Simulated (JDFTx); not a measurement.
# NaI (Fm-3m) in JDFTx: notebook

The runs below take NaI through Wannier functions, equation of state, with PBE, RPBE.

Program: JDFTx 1.7.0 (patched build). These are calculated values, not measurements. Logs are shortened: lines on timing, memory, paths and dates and some standing lists are left out, and cuts for length are marked. The log counts tension as positive stress, the text compression.

### Step 1. The crystal as given

It takes space group Fm-3m (No. 225, cubic). The conventional cell has a = 6.473 Å, b = 6.473 Å, c = 6.473 Å, α = 90.00°, β = 90.00°, γ = 90.00°. Around I (site symmetry m-3m) lie 6 Na at 3.24 Å. Na (site symmetry m-3m) is surrounded by 6 I at 3.24 Å.

### Step 2. Wannier functions, PBE

Contents of wannier.in:

```
lattice \
    0.0000000000     6.1159096297     6.1159096297 \
    6.1159096297     0.0000000000     6.1159096297 \
    6.1159096297     6.1159096297     0.0000000000
coords-type Lattice
ion I      0.5000000000     0.5000000000     0.5000000000 1
ion Na     0.0000000000     0.0000000000     0.0000000000 1

ion-species pseudo/I.upf
ion-species pseudo/Na.upf
elec-cutoff 44 352
elec-ex-corr gga-PBE
kpoint-folding 5 5 5
elec-smearing Fermi 0.0018374661
elec-n-bands 14
forces-output-coords Cartesian

wannier-initial-state run.$VAR
wannier-dump-name wannier.$VAR
wannier localizationMeasure RealSpace bStart 4 saveWfnsRealSpace no
wannier-minimize nIterations 1000 energyDiffThreshold 1e-6
wannier-center Gaussian 0.5264 0.5522 0.5667 1.2
wannier-center Gaussian 0.3580 0.5452 0.5565 1.2
wannier-center Gaussian 0.5078 0.3950 0.5793 1.2
wannier-center Gaussian 0.5476 0.5503 0.4056 1.2
```

Potentials or basis: PseudoDojo-SR-PBE-0.5-standard.

The run is started by

```bash
> wannier -c 1 -i wannier.in -o wannier.out
```

Output:

```text
*************** JDFTx 1.7.0 (patched build) ***************

Input parsed successfully to the following command list (including defaults):
[... the input with its defaults ...]

---------- Setting up symmetries ----------

Found 48 point-group symmetries of the bravais lattice
Found 48 space-group symmetries with basis
Applied RMS atom displacement 0 bohrs to make symmetries exact.

---------- Initializing the Grid ----------
R =
[            0      6.11591      6.11591  ]
[      6.11591            0      6.11591  ]
[      6.11591      6.11591            0  ]
unit cell volume = 457.523
G =
[  -0.513675   0.513675   0.513675  ]
[   0.513675  -0.513675   0.513675  ]
[   0.513675   0.513675  -0.513675  ]
Minimum fftbox size, Smin = [  76  76  76  ]
Chosen fftbox size, S = [  80  80  80  ]

---------- Initializing tighter grid for wavefunction operations ----------
R =
[            0      6.11591      6.11591  ]
[      6.11591            0      6.11591  ]
[      6.11591      6.11591            0  ]
unit cell volume = 457.523
G =
[  -0.513675   0.513675   0.513675  ]
[   0.513675  -0.513675   0.513675  ]
[   0.513675   0.513675  -0.513675  ]
Minimum fftbox size, Smin = [  52  52  52  ]
Chosen fftbox size, S = [  54  54  54  ]

---------- Exchange Correlation functional ----------
Initalized PBE GGA exchange.
Initalized PBE GGA correlation.

---------- Setting up pseudopotentials ----------
Width of ionic core gaussian charges (only for fluid interactions / plotting) set to 0

Reading pseudopotential file 'pseudo/I.upf':
  'I' pseudopotential, 'PBE' functional
  Generated using ONCVPSP code by D. R. Hamann
  7 valence electrons, 2 orbitals, 8 projectors, 1001 radial grid points, with lMax = 3
    5S    l: 0   occupation:  2.0   eigenvalue: -0.639713
    5P    l: 1   occupation:  5.0   eigenvalue: -0.260404
  Core radius for overlap checks: 2.22 bohrs.

Reading pseudopotential file 'pseudo/Na.upf':
  'Na' pseudopotential, 'PBE' functional
  Generated using ONCVPSP code by D. R. Hamann
  9 valence electrons, 3 orbitals, 4 projectors, 1001 radial grid points, with lMax = 1
    2S    l: 0   occupation:  2.0   eigenvalue: -2.085640
    2P    l: 1   occupation:  6.0   eigenvalue: -1.053708
    3S    l: 0   occupation:  1.0   eigenvalue: -0.100838
  Core radius for overlap checks: 1.48 bohrs.

Initialized 2 species with 2 total atoms.

Folded 1 k-points by 5x5x5 to 125 k-points.

---------- Setting up k-points, bands, fillings ----------
Reduced to 10 k-points under symmetry.
Computing the number of bands and number of electrons
Reading initial fillings from 'run.fillings'.
nElectrons:  16.000000   nBands: 14   nStates: 10

----- Setting up reduced wavefunction bases (one per k-point) -----
average nbasis = 6377.592 , ideal nbasis = 6378.025

---------- Setting up ewald sum ----------
Optimum gaussian width for ewald sums = 2.777740 bohr.
Real space sum over 1331 unit cells with max indices [  5  5  5  ]
Reciprocal space sum over 2197 terms with max indices [  6  6  6  ]

---------- Allocating electronic variables ----------
Reading eigenvalues from 'run.eigenvals'.
Initializing wave functions:  reading from 'run.wfns'

----- Initializing Supercell corresponding to k-point mesh -----
Lattice vector linear combinations in supercell:
[   5   0   0  ]
[   0   5   0  ]
[   0   0   5  ]
Supercell lattice vectors:
[  0  30.5795  30.5795  ]
[  30.5795  0  30.5795  ]
[  30.5795  30.5795  0  ]

---------- Initializing Wannier Function solver ----------

---------- Initializing supercell grid for Wannier functions ----------
R =
[            0      30.5795      30.5795  ]
[      30.5795            0      30.5795  ]
[      30.5795      30.5795            0  ]
unit cell volume = 57190.4
G =
[  -0.102735   0.102735   0.102735  ]
[   0.102735  -0.102735   0.102735  ]
[   0.102735   0.102735  -0.102735  ]
Minimum fftbox size, Smin = [  132  132  132  ]
Chosen fftbox size, S = [  140  140  140  ]
Constructing Wigner-Seitz cell: 12 faces (12 quadrilaterals, 0 hexagons)
nbasis = 7799 for k = [   0.000   0.000   0.000  ]
nbasis = 797199 for k = [   0.000   0.000   0.000  ]

WannierMinimize: Iter:   0  Omega:  2.582711171224281e+01  |grad|_K:  8.539e-01
WannierMinimize: Iter:   1  Omega:  2.576756732251641e+01  |grad|_K:  1.351e+00  alpha:  1.000e+00  linmin:  5.291e-01
WannierMinimize: Iter:   2  Omega:  2.557642896011336e+01  |grad|_K:  3.342e-01  alpha:  1.000e+00  linmin:  3.214e-01
WannierMinimize: Iter:   3  Omega:  2.556679352793545e+01  |grad|_K:  1.628e-01  alpha:  1.000e+00  linmin:  1.309e-01
WannierMinimize: Iter:   4  Omega:  2.556398074321349e+01  |grad|_K:  1.096e-01  alpha:  1.000e+00  linmin: -7.696e-01
WannierMinimize: Iter:   5  Omega:  2.555909840297748e+01  |grad|_K:  1.295e-01  alpha:  1.000e+00  linmin: -3.494e-01
WannierMinimize: Iter:   6  Omega:  2.555281350043074e+01  |grad|_K:  1.784e-01  alpha:  1.000e+00  linmin: -2.067e-01
WannierMinimize: Iter:   7  Omega:  2.554380279322589e+01  |grad|_K:  3.230e-01  alpha:  1.000e+00  linmin:  1.292e-03
WannierMinimize: Iter:   8  Omega:  2.553090459671112e+01  |grad|_K:  2.225e-01  alpha:  1.000e+00  linmin: -1.507e-01
WannierMinimize: Iter:   9  Omega:  2.551291655623164e+01  |grad|_K:  2.068e-01  alpha:  1.000e+00  linmin: -1.380e-01
[... 11 further cycles ...]
WannierMinimize: Iter:  21  Omega:  2.548352540334437e+01  |grad|_K:  1.619e-02  alpha:  1.000e+00  linmin: -1.834e-01
WannierMinimize: Iter:  22  Omega:  2.548340483169670e+01  |grad|_K:  2.686e-02  alpha:  1.000e+00  linmin: -6.277e-02
WannierMinimize: Iter:  23  Omega:  2.548326459518315e+01  |grad|_K:  2.892e-02  alpha:  1.000e+00  linmin: -4.574e-02
WannierMinimize: Iter:  24  Omega:  2.548312507282387e+01  |grad|_K:  2.164e-02  alpha:  1.000e+00  linmin: -8.033e-02
WannierMinimize: Iter:  25  Omega:  2.548304953729434e+01  |grad|_K:  1.993e-02  alpha:  1.000e+00  linmin:  5.747e-02
WannierMinimize: Iter:  26  Omega:  2.548301958802039e+01  |grad|_K:  1.015e-02  alpha:  1.000e+00  linmin:  1.045e-01
WannierMinimize: Iter:  27  Omega:  2.548301200435922e+01  |grad|_K:  4.724e-03  alpha:  1.000e+00  linmin: -2.931e-01
WannierMinimize: Iter:  28  Omega:  2.548300878444216e+01  |grad|_K:  1.562e-03  alpha:  1.000e+00  linmin: -2.503e-01
WannierMinimize: Iter:  29  Omega:  2.548300834279051e+01  |grad|_K:  1.540e-03  alpha:  1.000e+00  linmin:  3.728e-02
WannierMinimize: Iter:  30  Omega:  2.548300817225172e+01  |grad|_K:  5.870e-04  alpha:  1.000e+00  linmin:  4.284e-03
WannierMinimize: Converged (|Delta Omega|<1.000000e-06 for 2 iters).

Optimum spread:
	Omega:  2.548300817225172e+01
	OmegaI: 2.083619087688346e+01

Centers in lattice coords:
	[ 0.536081 0.552739 0.562009 ] spread: 6.37069 bohr^2
	[ 0.349984 0.556967 0.529205 ] spread: 6.37053 bohr^2
	[ 0.543147 0.348637 0.558843 ] spread: 6.3711 bohr^2
	[ 0.570787 0.541658 0.349945 ] spread: 6.37069 bohr^2
Dumping 'wannier.mlwfH' ... done. Relative discarded imaginary part: 5.044495e-07
Done!
```

It took 46 s on 1 thread of Arm Neoverse V2, shared host; peak memory 0.46 GiB.

What came out:

* Total Wannier spread: 7.14 Å² over 4 functions

Wannier centres (Å) and spreads (Å²):
| function | x | y | z | spread |
| --- | --- | --- | --- | --- |
| 1 | 3.608 | 3.554 | 3.524 | 1.784 |
| 2 | 3.515 | 2.845 | 2.935 | 1.784 |
| 3 | 2.937 | 3.567 | 2.886 | 1.784 |
| 4 | 2.886 | 2.980 | 3.600 | 1.784 |

Caveat: the k mesh is coarse; the spread may have ended in a local minimum. Spin-orbit coupling is left out, which matters for the levels of I.

### Step 3. Equation of state, RPBE, 31.87 Å³/atom (volume scaled by 0.94)

Contents of NaI.in:

```
lattice \
    0.0000000000     5.9910601154     5.9910601154 \
    5.9910601154     0.0000000000     5.9910601154 \
    5.9910601154     5.9910601154     0.0000000000
coords-type Lattice
ion I      0.5000000000     0.5000000000     0.5000000000 1
ion Na     0.0000000000     0.0000000000     0.0000000000 1

ion-species pseudo/I.upf
ion-species pseudo/Na.upf
elec-cutoff 44 352
elec-ex-corr gga-x-rpbe gga-c-pbe
kpoint-folding 7 7 7
elec-smearing Fermi 0.0018374661
elec-n-bands 14
electronic-SCF nIterations 100 energyDiffThreshold 1e-09
electronic-minimize nIterations 30 energyDiffThreshold 1e-7
forces-output-coords Cartesian

dump-name run.$VAR
dump End Ecomponents EigStats BandEigs Kpoints Forces Stress
```

Potentials or basis: PseudoDojo-SR-PBE-0.5-standard.

The run is started by

```bash
> jdftx -c 1 -i NaI.in -o NaI.out
```

Output:

```text
*************** JDFTx 1.7.0 (patched build) ***************

Input parsed successfully to the following command list (including defaults):
[... the input with its defaults ...]

---------- Setting up symmetries ----------

Found 48 point-group symmetries of the bravais lattice
Found 48 space-group symmetries with basis
Applied RMS atom displacement 0 bohrs to make symmetries exact.

---------- Initializing the Grid ----------
R =
[            0      5.99106      5.99106  ]
[      5.99106            0      5.99106  ]
[      5.99106      5.99106            0  ]
unit cell volume = 430.072
G =
[   -0.52438    0.52438    0.52438  ]
[    0.52438   -0.52438    0.52438  ]
[    0.52438    0.52438   -0.52438  ]
Minimum fftbox size, Smin = [  72  72  72  ]
Chosen fftbox size, S = [  72  72  72  ]

---------- Initializing tighter grid for wavefunction operations ----------
R =
[            0      5.99106      5.99106  ]
[      5.99106            0      5.99106  ]
[      5.99106      5.99106            0  ]
unit cell volume = 430.072
G =
[... 101 lines left out ...]

Setting wave functions to eigenvectors of Hamiltonian

# Stress tensor in Cartesian coordinates [Eh/a0^3]:
[  -0.00010042            0            0  ]
[            0  -0.00010042            0  ]
[            0            0  -0.00010042  ]

# Ionic positions in lattice coordinates:
ion I   0.500000000000000   0.500000000000000   0.500000000000000 1
ion Na   0.000000000000000   0.000000000000000   0.000000000000000 1

# Forces in Cartesian coordinates:
force I  -0.000000000000000  -0.000000000000000  -0.000000000000000 1
force Na   0.000000000000000  -0.000000000000000   0.000000000000000 1

# Energy components:
   Eewald =      -30.6013626553559597
       EH =       21.1680326652539890
     Eloc =      -56.6114751155901672
      Enl =      -12.9205026608556182
      Exc =      -10.9864128929735436
 Exc_core =        1.3295269094377515
       KE =       31.1448437121403749
-------------------------------------
     Etot =      -57.4773500379431823
       TS =        0.0000000000000003
-------------------------------------
        F =      -57.4773500379431823

IonicMinimize: Iter:   0  F: -57.477350037943182  |grad|_K:  1.638e-40
IonicMinimize: Converged (|grad|_K<1.000000e-04).

#--- Lowdin population analysis ---
# oxidation-state I -0.584
# oxidation-state Na +0.619

Dumping 'run.eigStats' ...
	eMin: -1.768459 at state 0 ( [ +0.000000 +0.000000 +0.000000 ] spin 0 )
	HOMO: +0.087813 at state 0 ( [ +0.000000 +0.000000 +0.000000 ] spin 0 )
	mu  : +0.186674
	LUMO: +0.237389 at state 0 ( [ +0.000000 +0.000000 +0.000000 ] spin 0 )
	eMax: +0.560011 at state 15 ( [ +0.000000 +0.428571 -0.428571 ] spin 0 )
	HOMO-LUMO gap: +0.149575
	Optical gap  : +0.149575 at state 0 ( [ +0.000000 +0.000000 +0.000000 ] spin 0 )
Done!
[note: mu as printed may lie anywhere between the filled and the empty levels]
```

Run time: 87 s. Hardware: 1 thread of Arm Neoverse V2, shared host; peak memory 0.19 GiB.

What came out:

* Free energy: -1564.0384 eV
* Pressure: 3.0 GPa
* Band gap on the k mesh: 4.07 eV, direct
* Loewdin charges: I -0.58; Na +0.62 e

Caveat: the potentials were made for another functional, which shifts forces and pressure; spin-orbit coupling is left out, which moves the levels of the heavy elements.

### Step 4. Equation of state, RPBE, 32.54 Å³/atom (volume scaled by 0.96)

Changes to NaI.in since step 3:

```diff
@@ -1,5 +1,5 @@
 lattice \
-    0.0000000000     5.9910601154     5.9910601154 \
-    5.9910601154     0.0000000000     5.9910601154 \
-    5.9910601154     5.9910601154     0.0000000000
+    0.0000000000     6.0332520697     6.0332520697 \
+    6.0332520697     0.0000000000     6.0332520697 \
+    6.0332520697     6.0332520697     0.0000000000
 coords-type Lattice
```

The run is started by

```bash
> jdftx -c 1 -i NaI.in -o NaI.out
```

Wall time 92 s (1 thread of Arm Neoverse V2, shared host); peak memory 0.25 GiB.

The run converged. Its results:

* Free energy: -1564.0612 eV
* Pressure: 2.4 GPa
* Band gap on the k mesh: 4.01 eV, direct
* Loewdin charges: I -0.59; Na +0.62 e

Caveat: the potentials were made for another functional, which shifts forces and pressure; spin-orbit coupling is left out, which moves the levels of the heavy elements.

### Step 5. Equation of state, RPBE, 33.22 Å³/atom (volume scaled by 0.98)

Changes to NaI.in since step 4:

```diff
@@ -1,5 +1,5 @@
 lattice \
-    0.0000000000     6.0332520697     6.0332520697 \
-    6.0332520697     0.0000000000     6.0332520697 \
-    6.0332520697     6.0332520697     0.0000000000
+    0.0000000000     6.0748620197     6.0748620197 \
+    6.0748620197     0.0000000000     6.0748620197 \
+    6.0748620197     6.0748620197     0.0000000000
 coords-type Lattice
```

The run is started by

```bash
> jdftx -c 1 -i NaI.in -o NaI.out
```

Wall time 93 s (1 thread of Arm Neoverse V2, shared host); peak memory 0.24 GiB.

It converged, with:

| Property | Result |
| --- | --- |
| Free energy | -1564.0801 eV |
| Pressure | 2.0 GPa |
| Band gap on the k mesh | 3.95 eV, direct |
| Loewdin charges | I -0.59; Na +0.62 e |

Caveat: the potentials were made for another functional, which shifts forces and pressure; spin-orbit coupling is left out, which moves the levels of the heavy elements.

### Step 6. Equation of state, RPBE, 33.90 Å³/atom

Changes to NaI.in since step 5:

```diff
@@ -1,5 +1,5 @@
 lattice \
-    0.0000000000     6.0748620197     6.0748620197 \
-    6.0748620197     0.0000000000     6.0748620197 \
-    6.0748620197     6.0748620197     0.0000000000
+    0.0000000000     6.1159096297     6.1159096297 \
+    6.1159096297     0.0000000000     6.1159096297 \
+    6.1159096297     6.1159096297     0.0000000000
 coords-type Lattice
```

Potentials or basis: PseudoDojo-SR-PBE-0.5-standard.

The run is started by

```bash
> jdftx -c 1 -i NaI.in -o NaI.out
```

Run time: 1.7 min. Hardware: 1 thread of Arm Neoverse V2, shared host; peak memory 0.24 GiB.

Results (log left out):

```
Free energy            : -1564.0952 eV
Pressure               : 1.6 GPa
Band gap on the k mesh : 3.90 eV, direct
Loewdin charges        : I -0.59; Na +0.63 e
```

Caveat: the potentials were made for another functional, which shifts forces and pressure; spin-orbit coupling is left out, which moves the levels of the heavy elements.

### Step 7. Equation of state, RPBE, 34.58 Å³/atom (volume scaled by 1.02)

Changes to NaI.in since step 6:

```diff
@@ -1,5 +1,5 @@
 lattice \
-    0.0000000000     6.1159096297     6.1159096297 \
-    6.1159096297     0.0000000000     6.1159096297 \
-    6.1159096297     6.1159096297     0.0000000000
+    0.0000000000     6.1564135229     6.1564135229 \
+    6.1564135229     0.0000000000     6.1564135229 \
+    6.1564135229     6.1564135229     0.0000000000
 coords-type Lattice
```

The run is started by

```bash
> jdftx -c 1 -i NaI.in -o NaI.out
```

Run time: 1.9 min. Hardware: 1 thread of Arm Neoverse V2, shared host; peak memory 0.24 GiB.

It converged, with:

* Free energy: -1564.1072 eV
* Pressure: 1.2 GPa
* Band gap on the k mesh: 3.85 eV, direct
* Loewdin charges: I -0.60; Na +0.63 e

Caveat: the potentials were made for another functional, which shifts forces and pressure; spin-orbit coupling is left out, which moves the levels of the heavy elements.

### Step 8. Equation of state, RPBE, 35.25 Å³/atom (volume scaled by 1.04)

Changes to NaI.in since step 7:

```diff
@@ -1,5 +1,5 @@
 lattice \
-    0.0000000000     6.1564135229     6.1564135229 \
-    6.1564135229     0.0000000000     6.1564135229 \
-    6.1564135229     6.1564135229     0.0000000000
+    0.0000000000     6.1963913542     6.1963913542 \
+    6.1963913542     0.0000000000     6.1963913542 \
+    6.1963913542     6.1963913542     0.0000000000
 coords-type Lattice
```

The run is started by

```bash
> jdftx -c 1 -i NaI.in -o NaI.out
```

Wall time 1.8 min (1 thread of Arm Neoverse V2, shared host); peak memory 0.24 GiB.

It converged, with:

| Quantity | Value |
| --- | --- |
| Free energy | -1564.1161 eV |
| Pressure | 0.9 GPa |
| Band gap on the k mesh | 3.80 eV, direct |
| Loewdin charges | I -0.60; Na +0.63 e |

Caveat: the potentials were made for another functional, which shifts forces and pressure; spin-orbit coupling is left out, which moves the levels of the heavy elements.

### Step 9. Equation of state, RPBE, 35.93 Å³/atom (volume scaled by 1.06)

Changes to NaI.in since step 8:

```diff
@@ -1,5 +1,5 @@
 lattice \
-    0.0000000000     6.1963913542     6.1963913542 \
-    6.1963913542     0.0000000000     6.1963913542 \
-    6.1963913542     6.1963913542     0.0000000000
+    0.0000000000     6.2358598793     6.2358598793 \
+    6.2358598793     0.0000000000     6.2358598793 \
+    6.2358598793     6.2358598793     0.0000000000
 coords-type Lattice
```

Potentials or basis: PseudoDojo-SR-PBE-0.5-standard.

The run is started by

```bash
> jdftx -c 1 -i NaI.in -o NaI.out
```

Wall time 1.9 min (1 thread of Arm Neoverse V2, shared host); peak memory 0.25 GiB.

Results (log left out):

```yaml
Free_energy: -1564.1225 eV
Pressure: 0.6 GPa
Band_gap_on_the_k_mesh: 3.76 eV, direct
Loewdin_charges: I -0.60; Na +0.64 e
```

Caveat: the potentials were made for another functional, which shifts forces and pressure; spin-orbit coupling is left out, which moves the levels of the heavy elements.

### Step 10. Equation of state, RPBE

Potentials or basis: PseudoDojo-SR-PBE-0.5-standard.

No new run: the results of the series are fitted here.

Results:

```
Equilibrium volume : 37.56 Å³/atom (rough: see the caveat)
Bulk modulus       : 12.2 GPa (rough)
```

Energy against volume, from the lowest point:
| volume (Å³/atom) | energy (meV/atom) |
| --- | --- |
| 31.865 | 42.04 |
| 32.543 | 30.62 |
| 33.221 | 21.20 |
| 33.899 | 13.61 |
| 34.577 | 7.65 |
| 35.255 | 3.16 |
| 35.933 | 0.00 |

Caveat: the minimum lies outside the volumes run; the potentials were made for another functional, which shifts forces and pressure. The run has no spin-orbit coupling, so splittings on I are missing.

### Step 11. For comparison

An earlier run on the cell as given: functional PBE; potentials or basis PseudoDojo-SR-PBE-0.5-standard; cutoff 1197 eV; density cutoff 9578 eV; k mesh 7 × 7 × 7; occupations fermi-dirac, width 0.05 eV; no spin polarisation.

* Pressure: 0.4 GPa
* Band gap on the k mesh: 3.64 eV, direct
* Loewdin charges: I -0.57; Na +0.61 e
